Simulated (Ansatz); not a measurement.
**WSe₂: an elastic constant from a strain scan**

These are results of Ansatz, DFT PBEsol, scalar-relativistic, plane waves, PAW, not measurements. The runs took a 420 eV cutoff, a Γ-centred 12×12×2 mesh and Gaussian smearing (0.05 eV). Spin–orbit coupling is left out, which can shift energies with elements as heavy as these. No spin polarisation. Energies are free energies at this smearing, counted from the undisturbed cell; pressure is positive in compression.

Reference structure (relaxed at this level; this form isn't the usual structure):

```yaml
crystal:
  lattice:
    - [3.27061, 0.00000, 0.00000]
    - [-1.63531, 2.83243, 0.00000]
    - [0.00000, 0.00000, 23.98349]
  atoms:
    - { symbol: W, position: [0.66667, 0.33333, 0.13765] }
    - { symbol: W, position: [0.33333, 0.66667, 0.86235] }
    - { symbol: Se, position: [0.33333, 0.66667, 0.20737] }
    - { symbol: Se, position: [0.66667, 0.33333, 0.93216] }
    - { symbol: Se, position: [0.33333, 0.66667, 0.06784] }
    - { symbol: Se, position: [0.66667, 0.33333, 0.79263] }
```

The cell holds layers and no dispersion correction was added, so their binding is poorly described.

The cell is strained by ε times the Voigt pattern (1, 0, 0, 0, 0, 0) (xx, yy, zz, yz, xz, xy; engineering shear) with fractional coordinates fixed. The cell holds 6 atoms in V0 = 222.18 Å³. The stress column is τ = (1/V0) dE/dε, got from the stress tensor σ (compression positive) at each point as −det(1 + εP) σ : P(1 + εP)⁻¹, with P the pattern as a tensor.

| ε | ΔE (meV/atom) | τ (GPa) |
| --- | --- | --- |
| -0.0600 | 65.275 | -10.227 |
| -0.0300 | 15.012 | -4.502 |
| 0.0000 | 0.000 | -0.010 |
| 0.0150 | 3.265 | 1.856 |
| 0.0450 | 27.341 | 4.961 |
| 0.0600 | ? | ? |

Question: Which combination of elastic constants does this scan measure, and how large is it?

Answer: For small ε, τ = τ0 + Kε with K = pᵀCp, which for this pattern is C11 in the Cartesian frame shown. The parabola through τ at ε = -0.0300, 0 and 0.0150 has slope K = 133 GPa at zero. The energies per cell, E = NΔE, of the same two points give K = 2[E(ε₊)/ε₊ − E(ε₋)/ε₋]/[(ε₊ − ε₋)V0] = 138 GPa, in agreement. These are clamped-ion values.

Question: Predict the withheld row at ε = 0.0600 from the harmonic law, and compare.

Answer: ΔE = V0(τ0 ε + Kε²/2)/N = 55.117 meV/atom and τ = 7.96 GPa. The calculation gives 46.812 meV/atom and 6.25 GPa: the energy lies 15 % below the harmonic value, as bonds soften when stretched.

Forces appear on the atoms along this scan, and letting them relax would lower the energy and soften the response.

Cost: 6 runs of about 3.5 core-minutes in all, on Arm Neoverse V2 (shared hosts).